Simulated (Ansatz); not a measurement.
# Moving the functional in PbTe

Symmetry: Fm-3m, No. 225, cubic system. The conventional cell has a = 6.462 Å, b = 6.462 Å, c = 6.462 Å, α = 90.00°, β = 90.00°, γ = 90.00°. Pb (site symmetry m-3m) is surrounded by 6 Te at 3.23 Å. Te (site symmetry m-3m) is surrounded by 6 Pb at 3.23 Å.

Kept alike: task single point; k mesh 4 × 4 × 4; occupations fermi-dirac, width 0.05 eV; no spin polarisation. Program: Ansatz, PAW datasets made for the crystal. Cutoffs run from 240 to 290 eV. The mesh is that of the run's cell of 2 atoms. No spin-orbit coupling.

| run | band gap (eV) | pressure (GPa) |
| --- | --- | --- |
| A | 1.697 | 1.23 |
| B | 1.114 | 1.19 |
| C | 0.728 | 2.15 |

The k mesh is coarse, so the values aren't converged. Pressure is positive in compression, with a Pulay correction for the finite cutoff. Spin-orbit coupling, left out here, moves the band edges of heavy atoms and can close or invert small gaps. A gap read on the mesh alone can miss an edge between its points.

Q: The runs differ in the functional (and the cutoff that goes with it) alone: HSE06; PBE; PBE0. Which run is which?

A: Run A is PBE0; run B is HSE06; run C is PBE. The band gap runs from 0.728 (PBE) to 1.697 eV (PBE0). From PBE: HSE06 +0.386; PBE0 +0.969. The pressure runs from 1.19 (HSE06) to 2.15 GPa (PBE). From PBE: HSE06 -0.96; PBE0 -0.92. A positive pressure means that the functional's own cell is larger than the one given, a negative one that it is smaller.

The gap widens from PBE through HSE06 to PBE0, while the pressure separates only PBE from the two hybrids. The long-range exchange that distinguishes PBE0 from HSE06 thus matters greatly for the gap but hardly for the pressure, probably because it shifts occupied and empty states apart without much changing the density that binds the crystal. In a material as polarisable as PbTe, such exchange should be strongly screened, so the PBE0 gap of 1.697 eV is no improvement for being the largest.

All three gaps exceed the narrow one known for PbTe, even that from PBE, a functional that usually gives gaps too small. The likely cause is the missing spin-orbit splitting of the conduction edge, which is largely Pb 6p and would move down. The closeness of PBE to experiment relative to the hybrids is therefore no evidence that it describes the electronic structure better. Since the cell is shared, the spread in gaps is a direct electronic effect, and relaxing each cell would add a volume contribution not seen here.
